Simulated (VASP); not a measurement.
# BeTe (P-6m2) in VASP: relaxation of cell and atoms with PBE

Aim: the relaxation of cell and atoms of BeTe with PBE.

All numbers are computed with VASP 6.6.1; they aren't measurements. Logs are shortened: lines on timing, memory, paths and dates and some standing lists are left out, and cuts for length are marked.

### 1 The structure

It takes space group P-6m2 (No. 187, hexagonal). The conventional cell has a = 3.899 Å, b = 3.899 Å, c = 3.897 Å, α = 90.00°, β = 90.00°, γ = 120.00°. Be (site symmetry -6m2) has 3 Te at 2.25 Å as nearest neighbours. Around Te (site symmetry -6m2) lie 3 Be at 2.25 Å.

The cell was built by a generator and needn't be a form met in nature.

### 2 Relaxation of cell and atoms, PBE

File INCAR:

```
SYSTEM = BeTe
PREC     = Normal         ! precision mode
ENCUT    = 520            ! plane-wave cutoff, eV
EDIFF    = 1E-4           ! SCF threshold, eV
ISMEAR   = 0              ! smearing method
SIGMA    = 0.15           ! smearing width, eV
LREAL    = .FALSE.        ! projectors in reciprocal space
LASPH    = .TRUE.         ! aspherical terms in the spheres
NELM     = 60             ! most SCF steps
ALGO     = Fast           ! electronic algorithm
ISIF     = 3              ! what is computed and relaxed
LWAVE    = .FALSE.        ! write WAVECAR
LCHARG   = .FALSE.        ! write CHGCAR
GGA      = PE             ! functional
IBRION   = 2              ! ionic algorithm
NSW      = 24             ! ionic steps
EDIFFG   = -0.08          ! ionic threshold
```

File KPOINTS:

```
regular mesh
0
G
  5 5 4
  0 0 0
```

File POSCAR:

```
BeTe
1.0
    3.8990855100      0.0000000000      0.0000000000
   -1.9495427500      3.3767071000      0.0000000000
    0.0000000000      0.0000000000      3.8974635300
Be Te
1 1
Direct
    0.0000000000      0.0000000000      0.5000000000
    0.3333333300      0.6666666700      0.5000000000
```

Potentials or basis: VASP PAW PBE potentials, release 64 (Be, Te).

Launch:

```sh
$ cat potpaw_PBE.64/Be/POTCAR potpaw_PBE.64/Te/POTCAR > POTCAR
$ mpirun -np 1 vasp_std > vasp.out
```

OUTCAR:

```text
SYSTEM = BeTe
   PREC = Normal
   ENCUT = 520
   EDIFF = 1E-4
   ISMEAR = 0
   LREAL = .FALSE.
   LASPH = .TRUE.
   NELM = 60
   ISIF = 3
   GGA = PE
   IBRION = 2
   NSW = 24
   EDIFFG = -0.08

 ion  position               nearest neighbor table
   1  0.000  0.000  0.500-   2 2.25   2 2.25   2 2.25
   2  0.333  0.667  0.500-   1 2.25   1 2.25   1 2.25

  LATTYP: Found a hexagonal cell.
 ALAT       =     3.8990855100
 C/A-ratio  =     0.9995840101

  Lattice vectors:

 A1 = (   3.8990855100,   0.0000000000,   0.0000000000)
 A2 = (  -1.9495427500,   3.3767071000,   0.0000000000)
 A3 = (   0.0000000000,   0.0000000000,   3.8974635300)

Analysis of symmetry for initial positions (statically):
=====================================================================
 Subroutine PRICEL returns:
 Original cell was already a primitive cell.

 Routine SETGRP: Setting up the symmetry group for a
 hexagonal supercell.

 Subroutine GETGRP returns: Found 12 space group operations
 (whereof 12 operations were pure point group operations)
 out of a pool of 24 trial point group operations.

The static configuration has the point symmetry D_3h.

Analysis of symmetry for dynamics (positions and initial velocities):
=====================================================================
 Subroutine PRICEL returns:
 Original cell was already a primitive cell.

 Routine SETGRP: Setting up the symmetry group for a
 hexagonal supercell.

 Subroutine GETGRP returns: Found 12 space group operations
 (whereof 12 operations were pure point group operations)
 out of a pool of 24 trial point group operations.

The dynamic configuration has the point symmetry D_3h.

 Subroutine INISYM returns: Found 12 space group operations
 (whereof 12 operations are pure point group operations),
 and found     1 'primitive' translations

----------------------------------------------------------------------------------------

                                     Primitive cell

  volume of cell :      51.3143

  direct lattice vectors                    reciprocal lattice vectors
     3.899085510  0.000000000  0.000000000     0.256470395  0.148073251  0.000000000
    -1.949542750  3.376707100  0.000000000     0.000000000  0.296146503  0.000000000
     0.000000000  0.000000000  3.897463530     0.000000000  0.000000000  0.256577128

  length of vectors
     3.899085510  3.899085505  3.897463530     0.296146503  0.296146503  0.256577128

  position of ions in fractional coordinates (direct lattice)
     0.000000000  0.000000000  0.500000000
     0.333333330  0.666666670  0.500000000

  ion indices of the primitive-cell ions
   primitive index   ion index
                 1           1
                 2           2

----------------------------------------------------------------------------------------

 KPOINTS: regular mesh

Automatic generation of k-mesh.
 Grid dimensions read from file:
 generate k-points for:    5    5    4

 Generating k-lattice:

  Cartesian coordinates                     Fractional coordinates (reciprocal lattice)
     0.051294079  0.029614650  0.000000000     0.200000000 -0.000000000  0.000000000
     0.000000000  0.059229301  0.000000000     0.000000000  0.200000000  0.000000000
     0.000000000  0.000000000  0.064144282     0.000000000  0.000000000  0.250000000

  Length of vectors
     0.059229301  0.059229301  0.064144282

  Shift w.r.t. Gamma in fractional coordinates (k-lattice)
     0.000000000  0.000000000  0.000000000

 Subroutine IBZKPT returns following result:
 ===========================================

 Found     15 irreducible k-points:

 Following reciprocal coordinates:
            Coordinates               Weight
  0.000000  0.000000  0.000000      1.000000
  0.200000  0.000000  0.000000      6.000000
  0.400000  0.000000  0.000000      6.000000
  0.200000  0.200000  0.000000      6.000000
  0.400000  0.200000  0.000000      6.000000
  0.000000  0.000000  0.250000      2.000000
  0.200000  0.000000  0.250000     12.000000
  0.400000  0.000000  0.250000     12.000000
  0.200000  0.200000  0.250000     12.000000
  0.400000  0.200000  0.250000     12.000000
  0.000000  0.000000  0.500000      1.000000
  0.200000  0.000000  0.500000      6.000000
  0.400000  0.000000  0.500000      6.000000
  0.200000  0.200000  0.500000      6.000000
  0.400000  0.200000  0.500000      6.000000
   k-points           NKPTS =     15   k-points in BZ     NKDIM =     15   number of bands    NBANDS=      8
   number of dos      NEDOS =    301   number of ions     NIONS =      2
   total plane-waves  NPLWV =  13824
   dimension x,y,z NGX =    24 NGY =   24 NGZ =   24
   dimension x,y,z NGXF=    48 NGYF=   48 NGZF=   48
   ions per type =               1   1
   NGX,Y,Z   is equivalent  to a cutoff of  10.23, 10.23, 10.24 a.u.
   NGXF,Y,Z  is equivalent  to a cutoff of  20.47, 20.47, 20.47 a.u.
 SYSTEM =  BeTe
   PREC   = normal    normal or accurate (medium, high low for compatibility)
   ISTART =      0    job   : 0-new  1-cont  2-samecut
   ICHARG =      2    charge: 1-file 2-atom 10-const
   ISPIN  =      1    spin polarized calculation?
   LNONCOLLINEAR =      F non collinear calculations
   LSORBIT =      F    spin-orbit coupling
   LASPH  =      T    aspherical Exc in radial PAW
   ENCUT  =  520.0 eV  38.22 Ry    6.18 a.u.   7.25  7.25  7.25*2*pi/ulx,y,z
   NELM   =     60;   NELMIN=  2; NELMDL= -5     # of ELM steps
   EDIFF  = 0.1E-03   stopping-criterion for ELM
   LREAL  =      F    real-space projection
   EDIFFG = -.8E-01   stopping-criterion for IOM
   NSW    =     24    number of steps for IOM
   IBRION =      2    ionic relax: 0-MD 1-quasi-New 2-CG
   NFREE  =      1    steps in history (QN), initial steepest desc. (CG)
   ISIF   =      3    stress and relaxation
   ISYM   =      2    0-nonsym 1-usesym 2-fastsym
   POTIM  = 0.5000    time-step for ionic-motion
   TEBEG  =    0.0;   TEEND  =   0.0 temperature during run
   PSTRESS=    0.0 pullay stress
   NELECT =       8.0000    total number of electrons
   NUPDOWN=      -1.0000    fix difference up-down
   EMIN   =  10.00;   EMAX   =-10.00  energy-range for DOS
   EFERMI =   0.00;   METHOD = LEGACY
   ISMEAR =     0;   SIGMA  =   0.15  broadening in eV -4-tet -1-fermi 0-gaus
   EFERMI_NEDOS =   21; number of points for ismear=-14 and -15
   IALGO  =     68    algorithm
   IMIX   =      4    mixing-type and parameters
     AMIX     =   0.40;   BMIX     =  1.00
     AMIX_MAG =   1.60;   BMIX_MAG =  1.00
  volume/ion in A,a.u.               =      25.66       173.14
  Fermi-wavevector in a.u.,A,eV,Ry     =   0.881100  1.665038 10.562720  0.776338
  Thomas-Fermi vector in A             =   2.001551
   LORBIT       =      0    0 simple, 1 ext, 2 COOP (PROOUT), +10 PAW based schemes
   GGA     = PE    functional components
   LHFCALC =     F    Hartree Fock is set to
   AEXX    =    0.0000 exact exchange contribution
   IVDW    =     0    specifies the selected vdW correction
   LEPSILON=     F    determine dielectric tensor
   LRPA    =     F    only Hartree local field effects (RPA)
 conjugate gradient relaxation of ions
 non-spin polarized calculation
 RMM-DIIS sequential band-by-band and
 Gauss-broadening in eV      SIGMA  =   0.15
  energy-cutoff  :      520.00
  volume of cell :       51.31
 maximum number of plane-waves:      1394
   NGX = 15   NGY = 15   NGZ = 15

--------------------------------------- Ionic step        1  -------------------------------------------

 number of electron       8.0000002 magnetization

 Free energy of the ion-electron system (eV)
  ---------------------------------------------------
  ext. energy  EPLUGINS =         0.00000000
  ---------------------------------------------------
  free energy    TOTEN  =        -6.85126084 eV

  energy without entropy =       -6.85033273  energy(sigma->0) =       -6.85079679

------------------------ aborting loop because EDIFF is reached ----------------------------------------

  FORCE on cell =-STRESS in cart. coord.  units (eV):
  Direction    XX          YY          ZZ          XY          YZ          ZX
  --------------------------------------------------------------------------------------
  -------------------------------------------------------------------------------------
  Total        2.2637055      2.2637055      2.1727347      0.0000000      0.0000000      0.0000000
  in kB       70.6793105     70.6793103     67.8389445      0.0000001      0.0000000      0.0000000
  external PRESSURE =      69.7325217 kB  Pullay stress =       0.0000000 kB

 VOLUME and BASIS-vectors are now :
 -----------------------------------------------------------------------------
  energy-cutoff  :      520.00
  volume of cell :       51.31
      direct lattice vectors                 reciprocal lattice vectors
     3.899085510  0.000000000  0.000000000     0.256470395  0.148073251  0.000000000
    -1.949542750  3.376707100  0.000000000     0.000000000  0.296146503  0.000000000
     0.000000000  0.000000000  3.897463530     0.000000000  0.000000000  0.256577128
[... 217 lines left out ...]
 POSITION                                       TOTAL-FORCE (eV/Angst)
 -----------------------------------------------------------------------------------
     -2.00976      3.48101      2.72695        -0.000000      0.000000      0.000000
     -0.00000      2.32067      2.72695         0.000000     -0.000000      0.000000
 -----------------------------------------------------------------------------------
    total drift:                                0.000006     -0.000003     -0.000000

  FREE ENERGIE OF THE ION-ELECTRON SYSTEM (eV)
  ---------------------------------------------------
  free  energy   TOTEN  =        -7.1238613503 eV

  energy  without entropy=       -7.1238613503  energy(sigma->0) =       -7.12386135

--------------------------------------- Ionic step        8  -------------------------------------------

 number of electron       7.9999990 magnetization

 Free energy of the ion-electron system (eV)
  ---------------------------------------------------
  ext. energy  EPLUGINS =         0.00000000
  ---------------------------------------------------
  free energy    TOTEN  =        -7.12468011 eV

  energy without entropy =       -7.12468011  energy(sigma->0) =       -7.12468011

 E-fermi :   0.8647     XC(G=0):  -6.4378

 val. band max:        0.1603312282   @ k =   0.4000   0.2000   0.0000
 cond. band min:       2.9879813586   @ k =   0.4000   0.2000   0.5000
 fundamental gap:      2.8276501303
 Fermi energy:         0.8647166183

 k-point     1 :       0.0000    0.0000    0.0000
  band No.  band energies     occupation
      1     -10.7032      2.00000
      2      -1.4743      2.00000
      3      -0.3455      2.00000
      4      -0.3455      2.00000
      5       3.5984      0.00000
      6       4.8127      0.00000
      7       4.9730      0.00000
      8       4.9730      0.00000

 k-point     2 :       0.2000    0.0000    0.0000
  band No.  band energies     occupation
      1     -10.4405      2.00000
      2      -2.0716      2.00000
      3      -1.0973      2.00000
      4      -0.9314      2.00000
      5       4.0052      0.00000
      6       4.8946      0.00000
      7       6.4241      0.00000
      8       6.4882      0.00000
[... 163 lines left out ...]
 POSITION                                       TOTAL-FORCE (eV/Angst)
 -----------------------------------------------------------------------------------
      4.03412      0.00000      2.75795        -0.000000      0.000000      0.000000
     -0.00000      2.32910      2.75795         0.000000     -0.000000      0.000000
 -----------------------------------------------------------------------------------
    total drift:                                0.000006     -0.000003     -0.000000

  FREE ENERGIE OF THE ION-ELECTRON SYSTEM (eV)
  ---------------------------------------------------
  free  energy   TOTEN  =        -7.1246801102 eV

  energy  without entropy=       -7.1246801102  energy(sigma->0) =       -7.12468011

 reached required accuracy - stopping structural energy minimisation
```

Wall time 10 s (1 thread of Intel Xeon 6975P-C (Granite Rapids), shared host); peak memory 0.14 GiB.

Results:

```
Free energy                            : -7.1247 eV
Relaxed volume                         : 38.87 Å³/atom
Relaxed cell                           : a = 4.034 Å, b = 4.034 Å, c = 5.516 Å, α = 90.00°, β = 90.00°, γ = 120.00°
Space group after relaxing (to 0.05 Å) : P-6m2 (No. 187)
Energy gained by relaxing              : 136.7 meV/atom
Ionic steps                            : 8
Pressure after relaxing                : 0.0 GPa
Band gap on the k mesh                 : 2.83 eV, indirect (least direct gap 3.13 eV)
```

Stress tensor (GPa, compression positive):
```
-0.11  0.00  0.00
 0.00 -0.11  0.00
 0.00  0.00  0.31
```

Step by step:
```tsv
step	energy change (eV)	largest force (eV/Å)	pressure (GPa)	volume (Å³)
1	0.0000	0.0000	6.97	51.31
2	-0.1311	0.0000	-1.09	60.06
3	-0.1375	0.0000	0.01	58.29
4	-0.2008	0.0000	0.27	60.51
5	-0.2474	0.0000	0.59	63.91
6	-0.2472	0.0000	2.06	70.33
7	-0.2726	0.0000	0.31	76.31
8	-0.2734	0.0000	0.03	77.74
```

Final structure:
```yaml
crystal:
  lattice:
    - [4.03412, 0.00000, 0.00000]
    - [-2.01706, 3.49365, 0.00000]
    - [0.00000, 0.00000, 5.51590]
  atoms:
    - { symbol: Be, position: [0.00000, 0.00000, 0.50000] }
    - { symbol: Te, position: [0.33333, 0.66667, 0.50000] }
```

Levels at points of the mesh, in eV from the valence-band top:
| k point | band 1 | band 2 | band 3 | band 4 | band 5 | band 6 | band 7 | band 8 |
| --- | --- | --- | --- | --- | --- | --- | --- | --- |
| (0.00, 0.00, 0.00) | -10.86 | -1.63 | -0.51 | -0.51 | 3.44 | 4.65 | 4.81 | 4.81 |
| (0.00, 0.00, 0.50) | -10.84 | -2.06 | -0.50 | -0.50 | 3.92 | 4.84 | 4.84 | 6.68 |

Caveat: the volume moved by over 15 % at a fixed basis, so the end points are rough; spin-orbit coupling is left out, which moves the levels of the heavy elements; an odd mesh through Γ misses points on the zone boundary, where band edges often lie; this functional lacks dispersion, which binds the layers, so the pressure and a relaxed spacing across them are unreliable, and here the layers came unbound; the relaxation stopped at a loose force limit of 0.08 eV/Å, so its end isn't a converged minimum.
